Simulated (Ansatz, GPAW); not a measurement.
# CN in line between two Ir chains: relaxation, then transmission at several levels

How well does CN in line between two Ir chains conduct once its atoms have relaxed, and how much do cheaper levels lose?

Method: Ansatz plane waves; relaxation of the junction with the lead ends held, in the first sound run; inputs show where later runs differ, in GPAW 26.7.0 and Ansatz 0.2.0.

Report form: the programs' logs are mostly left out.

### Step 1. The structure

The cell holds 18 atoms: 16 Ir, 1 C and 1 N. Its edges and angles: a = 9.000 Å, b = 9.000 Å, c = 39.173 Å, α = 90.0°, β = 90.0°, γ = 90.0°. Regions: left lead, 8 atoms (8 Ir); channel, 2 atoms (1 C and 1 N); right lead, 8 atoms (8 Ir). Vacuum lies along a and b. The structure is stacked along c, and the current runs across the ab planes.

### Step 2. Relaxing the atoms

Transmission follows bond lengths closely, so the atoms between the held lead ends are relaxed first, from a slightly shaken start that lets symmetry break.

The input, input.yaml:

```yaml
crystal:
  lattice:
    - [9.0, 0.0, 0.0]
    - [0.0, 9.0, 0.0]
    - [0.0, 0.0, 39.1729]
  atoms:
    - { symbol: Ir, position: [0.5, 0.5, 0.02935703] }
    - { symbol: Ir, position: [0.5, 0.5, 0.08807109] }
    - { symbol: Ir, position: [0.5, 0.5, 0.1467851499] }
    - { symbol: Ir, position: [0.5, 0.5, 0.2054992099] }
    - { symbol: Ir, position: [0.5, 0.5, 0.2642132699] }
    - { symbol: Ir, position: [0.5, 0.5, 0.3229273299] }
    - { symbol: Ir, position: [0.4985588666, 0.4962330108, 0.3821574433] }
    - { symbol: Ir, position: [0.4963072847, 0.5067130519, 0.4410631677] }
    - { symbol: C, position: [0.4988024569, 0.5019017191, 0.4864803901] }
    - { symbol: "N", position: [0.5094465647, 0.4969224511, 0.5161847147] }
    - { symbol: Ir, position: [0.5017258021, 0.4990681632, 0.5604809944] }
    - { symbol: Ir, position: [0.5016892477, 0.5035874695, 0.617955858] }
    - { symbol: Ir, position: [0.5, 0.5, 0.6770726701] }
    - { symbol: Ir, position: [0.5, 0.5, 0.7357867301] }
    - { symbol: Ir, position: [0.5, 0.5, 0.7945007901] }
    - { symbol: Ir, position: [0.5, 0.5, 0.8532148501] }
    - { symbol: Ir, position: [0.5, 0.5, 0.91192891] }
    - { symbol: Ir, position: [0.5, 0.5, 0.97064297] }
kpoints:
  mp_grid: { grid: [1, 1, 2] }
hamiltonian:
  xc: pbe
scf:
  occupations: { method: fermi_dirac, width: 0.1 }
relax:
  f_tol: 0.03
  max_steps: 80
  constraints: [{ sites: [0, 1, 2, 3, 4, 5, 12, 13, 14, 15, 16, 17] }]
```

The run is started by

```sh
$ ansatz run input.yaml --threads 4 --pin off --max-ram 8192MiB --backend cpu --events-out ev --progress --plain --runs-dir out
```

Elapsed: 4.5 min, on 4 threads of Arm Neoverse V1, shared host; peak memory 4.7 GiB.

This run has no spin polarisation although its electron count is odd.

The steps of the relaxation:

| step | energy less that of the first step (eV) | largest force component (eV/Å) |
| --- | --- | --- |
| 1 | 0.0000 | 4.5164 |
| 2 | -0.6319 | 1.9235 |
| 3 | -1.0619 | 1.8250 |
| 4 | -1.5888 | 1.5496 |
| 5 | -1.9551 | 0.7674 |
| 6 | -2.0474 | 0.4776 |
| 7 | -2.1230 | 0.3388 |
| 8 | -2.1341 | 0.1097 |
| 9 | -2.1356 | 0.0526 |
| 10 | -2.1369 | 0.0158 |
| 11 | -2.1373 | 0.0117 |
| 12 | -2.1375 | 0.0482 |
| 13 | -2.1378 | 0.0481 |
| 14 | -2.1383 | 0.0055 |
| 15 | -2.1383 | 0.0054 |
| 16 | -2.1383 | 0.0202 |

The atoms that moved most (Å):

| atom | dx | dy | dz | length |
| --- | --- | --- | --- | --- |
| Ir12 | 0.056 | 0.751 | 0.055 | 0.755 |
| Ir7 | -0.038 | -0.660 | -0.057 | 0.664 |
| Ir8 | 0.069 | 0.330 | -0.276 | 0.435 |
| Ir11 | -0.022 | -0.125 | 0.199 | 0.236 |
| C9 | 0.021 | 0.062 | -0.116 | 0.133 |
| N10 | -0.079 | 0.041 | -0.069 | 0.113 |

Final coordinates:

```cif
data_structure
_symmetry_space_group_name_H-M 'P 1'
_symmetry_Int_Tables_number 1
_cell_length_a 9.0000
_cell_length_b 9.0000
_cell_length_c 39.1729
_cell_angle_alpha 90.000
_cell_angle_beta 90.000
_cell_angle_gamma 90.000
_cell_volume 3173.00
loop_
_atom_site_label
_atom_site_type_symbol
_atom_site_fract_x
_atom_site_fract_y
_atom_site_fract_z
_atom_site_occupancy
Ir1 Ir 0.50000 0.50000 0.02936 1
Ir2 Ir 0.50000 0.50000 0.08807 1
Ir3 Ir 0.50000 0.50000 0.14679 1
Ir4 Ir 0.50000 0.50000 0.20550 1
Ir5 Ir 0.50000 0.50000 0.26421 1
Ir6 Ir 0.50000 0.50000 0.32293 1
Ir7 Ir 0.49432 0.42290 0.38071 1
Ir8 Ir 0.50394 0.54335 0.43403 1
C9 C 0.50116 0.50874 0.48351 1
N10 N 0.50064 0.50150 0.51441 1
Ir11 Ir 0.49924 0.48515 0.56556 1
Ir12 Ir 0.50795 0.58706 0.61937 1
Ir13 Ir 0.50000 0.50000 0.67707 1
Ir14 Ir 0.50000 0.50000 0.73579 1
Ir15 Ir 0.50000 0.50000 0.79450 1
Ir16 Ir 0.50000 0.50000 0.85321 1
Ir17 Ir 0.50000 0.50000 0.91193 1
Ir18 Ir 0.50000 0.50000 0.97064 1
```

Numbers from this step:

```yaml
free_energy: -191539.2483 eV
smearing_term_ts: 1.612 eV
symmetry_operations: 1
```

The relaxation lowered the energy of the cell by 2.14 eV.

### Step 3. Plane waves, PBE

A plane-wave run comes first: its basis does not favour the atoms, so it serves as the reference for the orbital bases.

This step: Ansatz plane waves; Landauer transmission by layers, zero bias (Ansatz 0.2.0).

The input, input.yaml:

```yaml
crystal:
  lattice:
    - [9.0, 0.0, 0.0]
    - [0.0, 9.0, 0.0]
    - [0.0, 0.0, 39.1729]
  atoms:
    - { symbol: Ir, position: [0.5, 0.5, 0.02935703] }
    - { symbol: Ir, position: [0.5, 0.5, 0.08807109] }
    - { symbol: Ir, position: [0.5, 0.5, 0.1467851499] }
    - { symbol: Ir, position: [0.5, 0.5, 0.2054992099] }
    - { symbol: Ir, position: [0.5, 0.5, 0.2642132699] }
    - { symbol: Ir, position: [0.5, 0.5, 0.3229273299] }
    - { symbol: Ir, position: [0.4943238363, 0.4228962749, 0.3807142562] }
    - { symbol: Ir, position: [0.5039423026, 0.5433538025, 0.4340289606] }
    - { symbol: C, position: [0.5011577972, 0.5087448338, 0.483511143] }
    - { symbol: "N", position: [0.500644217, 0.5014962216, 0.5144132302] }
    - { symbol: Ir, position: [0.4992394484, 0.4851503895, 0.5655643317] }
    - { symbol: Ir, position: [0.5079459546, 0.5870576368, 0.6193714725] }
    - { symbol: Ir, position: [0.5, 0.5, 0.6770726701] }
    - { symbol: Ir, position: [0.5, 0.5, 0.7357867301] }
    - { symbol: Ir, position: [0.5, 0.5, 0.7945007901] }
    - { symbol: Ir, position: [0.5, 0.5, 0.8532148501] }
    - { symbol: Ir, position: [0.5, 0.5, 0.91192891] }
    - { symbol: Ir, position: [0.5, 0.5, 0.97064297] }
kpoints:
  mp_grid: { grid: [1, 1, 2] }
hamiltonian:
  xc: pbe
scf:
  occupations: { method: fermi_dirac, width: 0.1 }
output:
  transmission:
    leads: [[0, 1]]
    e_range: [-2, 2]
    de: 0.025
    kmesh: [1, 1]
    reduced_basis: true
  write_potential: true
  write_density: true
  volumetric_format: npy
```

Wall time 2.6 min (4 threads); peak memory 4.9 GiB; 7.5 min of CPU time.

This step gave:

* free energy: -191539.2482 eV
* lead level: 0 eV from the Fermi level
* transmission at the Fermi level (one spin): 1.319
* open channels of the lead at the Fermi level (one spin): 6
* step of the potential along the lead: 8 meV
* offset of the lead: 0 Å
* filling of the lead less its bulk value, in size: 9.3 meV
* conductance: 1.380 G₀

One spin. The transmission, zone mean by energy, zero at the Fermi level:

energy (eV), transmission, zone mean and a bar:
```
   -2.000       0.56 #########
   -1.900       0.59 ##########
   -1.800       0.57 ##########
   -1.700       0.55 #########
   -1.600       0.52 #########
   -1.500       0.51 ########
   -1.400       0.62 ##########
   -1.300       0.63 ###########
   -1.200       0.60 ##########
   -1.100       0.59 ##########
   -1.000       0.65 ###########
   -0.900       0.74 #############
   -0.800       0.94 ################
   -0.700       1.28 ######################
   -0.600       1.60 ###########################
   -0.500       1.43 ########################
   -0.400       1.39 ########################
   -0.300       1.55 ###########################
   -0.250       1.58 ###########################
   -0.200       1.53 ##########################
   -0.100       1.36 #######################
    0.000       1.32 #######################
    0.100       1.75 ##############################
    0.200       1.55 ###########################
    0.300       1.37 #######################
    0.400       1.11 ###################
    0.500       0.75 #############
    0.600       0.46 ########
    0.700       0.29 #####
    0.800       0.19 ###
    0.900       0.13 ##
    1.000       0.09 #
    1.100       0.06 #
    1.200       0.04 
    1.300       0.03 
    1.400       0.02 
    1.500       0.02 
    1.600       0.03 
    1.700       0.03 
    1.800       0.03 
    1.900       0.03 
    2.000       0.02
```

One spin. The open channels, zone mean by energy, zero at the Fermi level:

energy (eV), open channels, zone mean and a bar from the least value:
```
   -2.000       3.00 
   -1.900       4.00 ##########
   -1.800       4.00 ##########
   -1.700       4.00 ##########
   -1.600       4.00 ##########
   -1.500       4.00 ##########
   -1.400       6.00 ##############################
   -1.300       6.00 ##############################
   -1.200       6.00 ##############################
   -1.100       6.00 ##############################
   -1.000       6.00 ##############################
   -0.900       6.00 ##############################
   -0.800       6.00 ##############################
   -0.700       6.00 ##############################
   -0.600       6.00 ##############################
   -0.500       6.00 ##############################
   -0.400       6.00 ##############################
   -0.300       6.00 ##############################
   -0.200       6.00 ##############################
   -0.100       6.00 ##############################
    0.000       6.00 ##############################
    0.100       4.00 ##########
    0.200       4.00 ##########
    0.300       4.00 ##########
    0.400       4.00 ##########
    0.500       4.00 ##########
    0.600       4.00 ##########
    0.700       4.00 ##########
    0.800       4.00 ##########
    0.900       4.00 ##########
    1.000       3.00 
    1.100       3.00 
    1.200       3.00 
    1.300       3.00 
    1.400       3.00 
    1.500       3.00 
    1.600       3.00 
    1.700       3.00 
    1.800       3.00 
    1.900       3.00 
    2.000       3.00
```

Crystal 0, spin -, k parallel (0, 0); distinct values, listed up to 1.5 1/Å. Im kz of the slowest decaying states against energy, zero at the Fermi level:

| energy (eV) | decay 1 (Å⁻¹) | decay 2 (Å⁻¹) | decay 3 (Å⁻¹) | decay 4 (Å⁻¹) |
| --- | --- | --- | --- | --- |
| -2.0000 | 0.0494 | 0.549 | 0.549 | 1.33 |
| -1.7500 | 0.414 | 0.415 | 1.31 | 1.31 |
| -1.5000 | 0.184 | 0.185 | 1.28 | 1.28 |
| -1.2500 | 1.26 | 1.26 | 1.32 | 1.43 |
| -1.0000 | 1.23 | 1.23 | 1.29 | 1.41 |
| -0.7500 | 1.20 | 1.20 | 1.27 | 1.38 |
| -0.5000 | 1.18 | 1.18 | 1.24 | 1.36 |
| -0.2500 | 1.15 | 1.15 | 1.21 | 1.33 |
| 0.0000 | 1.12 | 1.12 | 1.18 | 1.31 |
| 0.2500 | 0.284 | 0.284 | 1.09 | 1.09 |
| 0.5000 | 0.413 | 0.413 | 1.06 | 1.13 |
| 0.7500 | 0.501 | 0.501 | 1.03 | 1.10 |
| 1.0000 | 0.0971 | 0.567 | 0.567 | 1.00 |
| 1.2500 | 0.215 | 0.621 | 0.621 | 0.969 |
| 1.5000 | 0.283 | 0.665 | 0.937 | 0.937 |
| 1.7500 | 0.332 | 0.702 | 0.702 | 0.904 |
| 2.0000 | 0.371 | 0.735 | 0.735 | 0.870 |

Crystal 0, spin -, k parallel (0, 0). Re kz of states that move upwards against energy, zero at the Fermi level:

| energy (eV) | channel 1 (Å⁻¹) | channel 2 (Å⁻¹) | channel 3 (Å⁻¹) | channel 4 (Å⁻¹) | channel 5 (Å⁻¹) | channel 6 (Å⁻¹) |
| --- | --- | --- | --- | --- | --- | --- |
| -2.000 | -0.680 | -0.679 | 0.708 | - | - | - |
| -1.800 | -0.647 | -0.646 | 0.257 | 0.725 | - | - |
| -1.600 | -0.615 | -0.615 | 0.368 | 0.742 | - | - |
| -1.400 | -0.584 | -0.584 | 0.155 | 0.157 | 0.454 | 0.759 |
| -1.200 | -0.554 | -0.553 | 0.383 | 0.384 | 0.526 | 0.777 |
| -1.000 | -0.524 | -0.524 | 0.529 | 0.529 | 0.590 | 0.797 |
| -0.800 | -0.495 | -0.494 | 0.647 | 0.653 | 0.653 | 0.818 |
| -0.600 | -0.465 | -0.465 | 0.698 | 0.770 | 0.770 | 0.842 |
| -0.400 | -0.437 | -0.436 | 0.741 | 0.872 | 0.889 | 0.889 |
| -0.200 | -0.408 | -0.407 | 0.777 | 0.908 | 1.02 | 1.02 |
| 0.000 | -0.379 | -0.379 | 0.806 | 0.952 | 1.21 | 1.21 |
| 0.200 | -0.350 | -0.350 | 0.830 | 1.00 | - | - |
| 0.400 | -0.321 | -0.321 | 0.850 | 1.06 | - | - |
| 0.600 | -0.292 | -0.292 | 0.869 | 1.13 | - | - |
| 0.800 | -0.263 | -0.262 | 0.886 | 1.22 | - | - |
| 1.000 | -0.232 | -0.232 | 0.902 | - | - | - |
| 1.200 | -0.201 | -0.201 | 0.918 | - | - | - |
| 1.400 | -0.169 | -0.168 | 0.934 | - | - | - |
| 1.600 | -0.135 | -0.134 | 0.949 | - | - | - |
| 1.800 | -0.0969 | -0.0961 | 0.965 | - | - | - |
| 2.000 | -0.0482 | -0.0468 | 0.980 | - | - | - |

The electrostatic potential energy of an electron (with the applied field's), less the Fermi level, planar mean oscillates, so the rows of the table below give means over windows of 2.32 Å about each position, cut where the curve ends. Its first 14 maxima inside the range that stand out by 2 % of the span (Å: eV): 2.3: 5.28, 4.6: 5.27, 7.0: 5.26, 9.1: 5.25, 11.5: 5.23, 13.8: 5.12, 16.0: 4.90, 18.1: 5.27, 19.6: 5.14, 20.9: 5.36, 23.2: 4.99, 25.4: 5.07, 27.7: 5.22, 30.0: 5.25. Its first 14 minima: 1.2: 3.45, 3.5: 3.44, 5.8: 3.45, 8.0: 3.45, 10.3: 3.41, 12.6: 3.37, 14.9: 3.33, 17.0: 3.37, 19.0: 4.49, 20.2: 4.65, 22.2: 3.41, 24.2: 3.32, 26.6: 3.36, 28.9: 3.41.

Table of electrostatic potential energy of an electron (with the applied field's), less the Fermi level, planar mean by z; means over each step:

z (Å), electrostatic potential energy of an electron (with the applied field's), less the Fermi level, planar mean (eV) and a bar from the least value:
```
     1.16       4.36 ########
     3.48       4.36 ########
     5.80       4.36 ########
     8.12       4.35 ########
    10.44       4.32 #######
    12.76       4.27 ####
    15.08       4.17 
    17.40       4.30 ######
    19.72       4.86 ##############################
    22.04       4.29 #####
    24.36       4.20 #
    26.68       4.27 ####
    29.00       4.32 #######
    31.32       4.35 ########
    33.64       4.36 ########
    35.96       4.36 ########
    38.28       4.18
```

The valence density, planar mean oscillates, so the rows of the table below give means over windows of 2.32 Å about each position, cut where the curve ends. Its first 14 maxima inside the range that stand out by 2 % of the span (Å: e/Å³): 1.2: 0.179, 3.5: 0.179, 5.8: 0.178, 8.0: 0.177, 10.3: 0.179, 12.6: 0.179, 14.9: 0.179, 17.0: 0.179, 20.2: 0.0579, 22.2: 0.180, 24.2: 0.179, 26.6: 0.179, 28.9: 0.179, 31.2: 0.178. Its first 14 minima: 2.3: 0.0278, 4.6: 0.0278, 7.0: 0.0280, 9.1: 0.0280, 11.5: 0.0279, 13.8: 0.0281, 16.0: 0.0335, 18.1: 0.0262, 21.0: 0.0211, 23.2: 0.0342, 25.4: 0.0277, 27.7: 0.0280, 30.0: 0.0281, 32.2: 0.0280.

Table of valence density, planar mean by z; means over each step:

| z (Å) | valence density, planar mean (e/Å³) |
| --- | --- |
| 1.16 | 0.0907 |
| 3.48 | 0.0907 |
| 5.80 | 0.0907 |
| 8.12 | 0.0907 |
| 10.44 | 0.0907 |
| 12.76 | 0.0910 |
| 15.08 | 0.0934 |
| 17.40 | 0.0905 |
| 19.72 | 0.0434 |
| 22.04 | 0.0902 |
| 24.36 | 0.0921 |
| 26.68 | 0.0910 |
| 29.00 | 0.0907 |
| 31.32 | 0.0908 |
| 33.64 | 0.0908 |
| 35.96 | 0.0907 |
| 38.28 | 0.104 |

T at the Fermi level is 1.32 of 6 open channels a spin, without spin-orbit coupling, which is large for these atoms.

(Continued in part 2 of 3.)

[Logs are printed without paths, hosts, clocks, repeated set-up lines and the standing remarks that a program may print on its own settings, such as how far it seeks lower states.]

[Hosts, paths, dates, database ids (printed as entryN), source tags and the programs' standing remarks are cut or masked in the printed files.]
